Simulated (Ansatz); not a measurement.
Runs of Ansatz 0.2.0 on Ag. It takes space group Im-3m (No. 229, cubic). The conventional cell has a = 3.311 Å, b = 3.311 Å, c = 3.311 Å, α = 90.00°, β = 90.00°, γ = 90.00°. Ag (site symmetry m-3m) is surrounded by 8 Ag at 2.87 Å. This isn't the form of Ag at room conditions, which is fcc.

```tsv
task	level	cell	k mesh	cutoff (eV)	points for each segment of the path	target pressure (GPa)	mesh quality	gap on the mesh (eV)	pressure (GPa)
band structure	PBEsol	as given	6 × 6 × 6	420	14	-	coarse	none	-7.2
relaxation of cell and atoms	PBEsol	relaxed to 30 GPa	11 × 11 × 11	420	-	30	not flagged	none	30.0
relaxation of cell and atoms	PBEsol	relaxed to 10 GPa	11 × 11 × 11	420	-	10	not flagged	none	10.0
relaxation of cell and atoms	PBEsol	relaxed to 5 GPa	11 × 11 × 11	420	-	5	not flagged	none	5.0
relaxation of cell and atoms	PBEsol	relaxed to 20 GPa	11 × 11 × 11	420	-	20	not flagged	none	20.0
band structure	r2SCAN	as given	6 × 6 × 6	500	14	-	coarse	none	(a)
relaxation of cell and atoms	PBEsol	relaxed to 2 GPa	11 × 11 × 11	420	-	2	not flagged	none	2.0
relaxation of cell and atoms	PBEsol	relaxed	11 × 11 × 11	420	-	0	not flagged	none	0.0
```

Alike in all rows: potentials or basis Ansatz PAW; no spin polarisation; smearing fermi-dirac 0.05 eV.

Estimate the missing entries.

(a) -3.2.

Caveats: some runs use coarse meshes; the PAW data sets come from PBE, with cores solved anew for the run's functional, which leaves a small shift of forces and pressure; the plane-wave basis is chosen anew once the cell has moved, so the energies of steps on either side of that aren't comparable (some runs).

A k mesh can miss the band edges, and the runs leave out spin-orbit coupling on Ag.

A gap of «none» marks a metal or a gap under the smearing width.
